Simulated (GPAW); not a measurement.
Ru:

```
Ru
1.0
     2.70580    0.00000    0.00000
    -1.35290    2.34329    0.00000
     0.00000    0.00000    4.28190
Ru
2
Direct
  0.66667 0.33333 0.75000
  0.33333 0.66667 0.25000
```

```yaml
Program: GPAW 26.7.0
Task: relaxation of cell and atoms
Functional: BLYP
Dispersion: D4
Potentials_or_basis: PAW data sets generated in the run's folder for this functional
Cutoff: 600 eV
Basis: pw
k_mesh: 8 × 8 × 5
Occupations: fermi-dirac, width 0.05 eV
Spin: no spin polarisation
```

At the start: pressure 4.4 GPa; volume 13.57 Å³/atom.

Problem. Where does the relaxation end?

Solution. Over 5 steps the energy falls by 3.2 meV/atom and the volume is 13.77 Å³/atom (+1.5 %); space group P6_3/mmc (No. 194, to 0.05 Å).

The path:
```tsv
step	energy change (eV)	largest force (eV/Å)	pressure (GPa)	volume (Å³)
1	0.0000	0.0000	4.42	27.15
2	-0.0048	0.0002	1.89	27.37
3	-0.0063	0.0001	0.01	27.54
4	-0.0064	0.0000	-0.04	27.54
5	-0.0064	0.0002	-0.03	27.54
```

Final structure:
```
Ru
1.0
     2.72141    0.00000    0.00000
    -1.36070    2.35681    0.00000
     0.00000    0.00000    4.29432
Ru
2
Direct
  0.66667 0.33333 0.75000
  0.33333 0.66667 0.25000
```

Caveat: later steps reuse the first step's grids; pairwise dispersion overbinds metals, which lowers pressure and volume.
